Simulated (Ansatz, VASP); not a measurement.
## SnSe: VASP beside Ansatz

```xyz
2
Lattice="0.0000 3.0100 3.0100 3.0100 0.0000 3.0100 3.0100 3.0100 0.0000" Properties=species:S:1:pos:R:3 pbc="T T T"
Sn    0.0000    0.0000    0.0000
Se    3.0100    3.0100    2.9350
```

Change from the starting cell: all Se atoms moved +0.075 Å, as atom 2 towards its neighbour atom 1 (Sn) at 3.010 Å.

Alike in both runs: task single point; functional LDA; k mesh 8 × 8 × 8; occupations gaussian, width 0.05 eV; no spin polarisation.

|  | VASP | Ansatz |
| --- | --- | --- |
| version | VASP 6.6.1 | Ansatz 0.2.0 |
| potentials or method | VASP PAW LDA potentials, release 64 (Sn_d, Se) | scalar-relativistic, plane waves, PAW |
| plane-wave cutoff (eV) | 520 | 420 |
| valence electrons in the cell | 20 | 30 |

Ansatz gave:

```
gap on the k mesh at the Fermi level (eV)       : 0.64
least direct gap on the mesh (eV)               : 0.64
pressure (GPa)                                  : -3.3
largest component of the traceless stress (GPa) : 0.10
rms of the force components (eV/Å)              : 0.009
```

**Question.** Estimate VASP's values.

**Answer.** gap on the k mesh at the Fermi level (eV): 0.65; least direct gap on the mesh (eV): 0.65; pressure (GPa): -3.2; largest component of the traceless stress (GPa): 0.10; rms of the force components (eV/Å): 0.007.

Atom by atom the forces differ by 0.002 eV/Å (rms over components). The two sets of potentials don't hold the same shells in valence.

Caveats: spin-orbit coupling is left out, which moves the levels of the heavy elements. A k mesh can miss the band edges.
